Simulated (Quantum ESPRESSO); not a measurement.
Co:

```
Co
1.0
     2.47200    0.00000    0.00000
    -1.23600    2.14081    0.00000
     0.00000    0.00000    4.02114
Co
2
Cartesian
  1.2360 0.7136 3.0159
  0.0000 1.4272 1.0053
```

```yaml
Program: Quantum ESPRESSO 7.5
Task: relaxation of cell and atoms
Functional: PBEsol
Dispersion: D4
Potentials_or_basis: GBRV 1.5 PBEsol
Cutoff: 762 eV
Density_cutoff: 6095 eV
k_mesh: 8 × 8 × 5
Occupations: fermi-dirac, width 0.05 eV
Spin: collinear spin, ferromagnetic start
Starting_moments: "[2.0, 2.0] μB"
```

At the start: pressure -8.5 GPa; volume 10.64 Å³/atom.

How do energy, volume and symmetry change on relaxing?

Over 6 steps the energy falls by 10.3 meV/atom and the volume is 10.27 Å³/atom (-3.5 %); space group P6_3/mmc (No. 194, to 0.05 Å); moment 3.30 μB per cell.

Step by step:
| step | energy change (eV) | largest force (eV/Å) | pressure (GPa) | volume (Å³) |
| --- | --- | --- | --- | --- |
| 1 | 0.0000 | 0.0000 | -8.52 | 21.28 |
| 2 | -0.0114 | 0.0000 | -5.78 | 21.02 |
| 3 | -0.0204 | 0.0000 | 0.34 | 20.50 |
| 4 | -0.0205 | 0.0000 | 0.09 | 20.52 |
| 5 | -0.0206 | 0.0000 | -0.17 | 20.54 |
| 6 | -0.0207 | 0.0000 | -0.10 | 20.54 |

Final structure:
```cif
data_structure
_symmetry_space_group_name_H-M 'P 1'
_symmetry_Int_Tables_number 1
_cell_length_a 2.4490
_cell_length_b 2.4490
_cell_length_c 3.9535
_cell_angle_alpha 90.000
_cell_angle_beta 90.000
_cell_angle_gamma 120.000
_cell_volume 20.54
loop_
_atom_site_label
_atom_site_type_symbol
_atom_site_fract_x
_atom_site_fract_y
_atom_site_fract_z
_atom_site_occupancy
Co1 Co 0.66667 0.33333 0.75000 1
Co2 Co 0.33333 0.66667 0.25000 1
```

Caveat: the k mesh is coarse (spacing up to 0.37 Å⁻¹), so the values aren't converged; pairwise dispersion overbinds metals, which lowers pressure and volume.
